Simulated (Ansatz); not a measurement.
CaF2 (fluorite), scan of one atom of the cell

CaF2 (fluorite)

```
CaF2
1.0
    0.00000     2.72024     2.72024
    2.72024     0.00000     2.72024
    2.72024     2.72024     0.00000
Ca F
1 2
Direct
  0.00000   0.00000   0.00000
  0.25000   0.25000   0.25000
  0.75000   0.75000   0.75000
```

In this cell atom 3 (F, nearest neighbour Ca at 2.356 Å; its periodic images, 3.8 Å or more away, move with it) is moved by s towards the nearest neighbour, unit vector (0.577, 0.577, 0.577); all other atoms and the cell stay fixed.

Level of theory: r2SCAN (plane waves to 500 eV, PAW, scalar-relativistic; Ansatz, a first-principles code). k mesh 9×9×9 (Γ-centred), Fermi-Dirac smearing 0.05 eV. E stands for the smeared free energy. Stress and pressure are positive under compression. F∥ is the force on the atom along that direction. CaF2 was relaxed with its symmetry unable to fall. The PAW data are Ansatz's earlier set. The zero of ΔE is the undisplaced structure.

```csv
s (Å),ΔE (eV/cell),F∥ (eV/Å),P (GPa)
-0.240,0.1183,0.896,1.33
-0.192,0.0785,0.757,0.89
-0.144,0.0459,0.600,0.53
-0.096,0.0212,0.424,0.25
-0.048,0.0055,0.225,0.07
0.000,0.0000,0.000,0.00
0.048,0.0060,-0.256,0.07
0.096,0.0252,-0.549,0.30
0.144,0.0594,-0.886,0.72
0.192,0.1111,-1.277,1.34
0.240,0.1831,-1.733,2.20
```

Read from the data:

| Item | Value |
|---|---|
| Energy at s = 0.240 Å | 183.1 meV/cell |
| Force along the line at s = -0.240 Å | 0.896 eV/Å |
| Symmetry of the curve | not even: the positive side lies higher at ±0.240 Å |
| Shape of the curve | a single well with its minimum at or next to zero displacement |
| Force constant k = d²E/ds² at s = 0 (finite differences) | 5.00 eV/Å² |
| Harmonic estimate at the end of the scan | ½ks² = 143.9 meV/cell against the computed 183.1 meV/cell, so the well is stiffer than harmonic there |

(For displaced atoms, the force is minus the slope of the energy, and its curvature is a force constant, which sets phonon frequencies.)
